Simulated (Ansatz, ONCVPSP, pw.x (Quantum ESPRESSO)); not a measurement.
pw.x on fcc Mo: one setting changed

Potential: optimised norm-conserving Vanderbilt (ONCV), ONCVPSP 4.0.1.1 (patched build), PBE; core [Ar] 3d10, reference 4s2 4p6 4d5 5s0.75; waves: 4s+5s: rc 1.95 bohr, ncon 4, nbas 9, qcut 5.5 1/bohr, 2 projectors; 4p: rc 1.60 bohr, ncon 5, nbas 9, qcut 7.9 1/bohr, 2 projectors, debl 2.9 Ha; 4d: rc 1.95 bohr, ncon 5, nbas 9, qcut 8.6 1/bohr, 2 projectors, debl 3.7 Ha; f scattering state at 0.27 Ha: rc 1.75 bohr, ncon 4, nbas 8, qcut 7.3 1/bohr, 2 projectors, debl 0.4 Ha; local part: polynomial inside 1.45 bohr (lpopt 5, dvloc0 -1 Ha); core correction: none.

The reference run (k-mesh 14³, cutoffs 70/280 Ry, Fermi–Dirac 0.01 Ry, mixing_beta 0.4, conv_thr 1e-9, no spin) gives 0.33 GPa at 16.027 Å³/atom, where all-electron LAPW gives 0.44 GPa. This run, with its own iteration cap, changes nspin = 2 with starting_magnetization to 0.2.

```
&control
  calculation='scf', prefix='x', pseudo_dir='./', outdir='./tmp', tstress=.true., disk_io='none'
/
&system
  ibrav=0, nat=1, ntyp=1, ecutwfc=70, ecutrho=280, nbnd=15,
  occupations='smearing', smearing='fd', degauss=0.01, nspin=2, starting_magnetization(1)=0.2
/
&electrons
  conv_thr=1e-09, mixing_beta=0.4, electron_maxstep=50
/
ATOMIC_SPECIES
Mo 1.0 Mo.UPF
CELL_PARAMETERS angstrom
  0.00000000 2.00112437 2.00112437
  2.00112437 0.00000000 2.00112437
  2.00112437 2.00112437 0.00000000
ATOMIC_POSITIONS crystal
Mo 0.0000 0.0000 0.0000
K_POINTS automatic
14 14 14 0 0 0
```

```bash
pw.x < Mo.scf.in > Mo.scf.out
```

**Question.** How does the run end?

**Answer.** It converges in 10 iterations; the free energy moves by +0.0 meV/atom and the pressure by +0.00 GPa. The result is that of the reference run.

```
Message from routine setup:
     using ibrav=0 with symmetry is DISCOURAGED, use correct ibrav instead
     lattice parameter (alat)  =       5.3480  a.u.
     unit-cell volume          =     108.1556 (a.u.)^3
     number of electrons       =        14.00
     number of Kohn-Sham states=           15
     kinetic-energy cutoff     =      70.0000  Ry
     charge density cutoff     =     280.0000  Ry
     scf convergence threshold =      1.0E-09
     Exchange-correlation= PBE
     atomic species   magnetization
     number of k points=   104  Fermi-Dirac smearing, width (Ry)=  0.0100
     iteration #  1     ecut=    70.00 Ry     beta= 0.40
     total energy              =    -137.21498240 Ry
     estimated scf accuracy    <       0.31492711 Ry
     total magnetization       =     0.87 Bohr mag/cell
     absolute magnetization    =     0.87 Bohr mag/cell
     iteration #  2     ecut=    70.00 Ry     beta= 0.40
     total energy              =    -137.25184533 Ry
     estimated scf accuracy    <       0.04106901 Ry
     total magnetization       =     0.74 Bohr mag/cell
     absolute magnetization    =     0.74 Bohr mag/cell
     iteration #  3     ecut=    70.00 Ry     beta= 0.40
     total energy              =    -137.26488297 Ry
     estimated scf accuracy    <       0.00697144 Ry
     total magnetization       =     0.51 Bohr mag/cell
     absolute magnetization    =     0.51 Bohr mag/cell
     iteration #  4     ecut=    70.00 Ry     beta= 0.40
     total energy              =    -137.26988654 Ry
     estimated scf accuracy    <       0.00061456 Ry
     total magnetization       =     0.12 Bohr mag/cell
     absolute magnetization    =     0.12 Bohr mag/cell
     iteration #  5     ecut=    70.00 Ry     beta= 0.40
     total energy              =    -137.27015419 Ry
     estimated scf accuracy    <       0.00016519 Ry
     total magnetization       =     0.11 Bohr mag/cell
     absolute magnetization    =     0.11 Bohr mag/cell
     iteration #  6     ecut=    70.00 Ry     beta= 0.40
     total energy              =    -137.27049904 Ry
     estimated scf accuracy    <       0.00001127 Ry
     total magnetization       =     0.00 Bohr mag/cell
     absolute magnetization    =     0.00 Bohr mag/cell
     iteration #  7     ecut=    70.00 Ry     beta= 0.40
     total energy              =    -137.27050958 Ry
     estimated scf accuracy    <       0.00001880 Ry
     total magnetization       =     0.02 Bohr mag/cell
     absolute magnetization    =     0.02 Bohr mag/cell
     iteration #  8     ecut=    70.00 Ry     beta= 0.40
     total energy              =    -137.27052908 Ry
     estimated scf accuracy    <       0.00000012 Ry
     total magnetization       =    -0.00 Bohr mag/cell
     absolute magnetization    =     0.00 Bohr mag/cell
     iteration #  9     ecut=    70.00 Ry     beta= 0.40
     total energy              =    -137.27052910 Ry
     estimated scf accuracy    <       0.00000003 Ry
     total magnetization       =    -0.00 Bohr mag/cell
     absolute magnetization    =     0.00 Bohr mag/cell
     iteration # 10     ecut=    70.00 Ry     beta= 0.40
     the Fermi energy is    20.2330 ev
!    total energy              =    -137.27052912 Ry
     estimated scf accuracy    <          1.4E-10 Ry
     smearing contrib. (-TS)   =      -0.00581249 Ry
     The total energy is F=E-TS. E is the sum of the following terms:
     one-electron contribution =     -21.60226304 Ry
     hartree contribution      =      18.85635195 Ry
     xc contribution           =     -15.70158109 Ry
     ewald contribution        =    -118.81722445 Ry
     total magnetization       =    -0.00 Bohr mag/cell
     absolute magnetization    =     0.00 Bohr mag/cell
     convergence has been achieved in  10 iterations
          total   stress  (Ry/bohr**3)                   (kbar)     P=        3.32
     Message from routine punch:
     Nothing written, as per user request (disk_io='none')
```

The run took about 87 s on one core of a shared host (Neoverse-N1, 64 threads, 124 GiB, load 60).
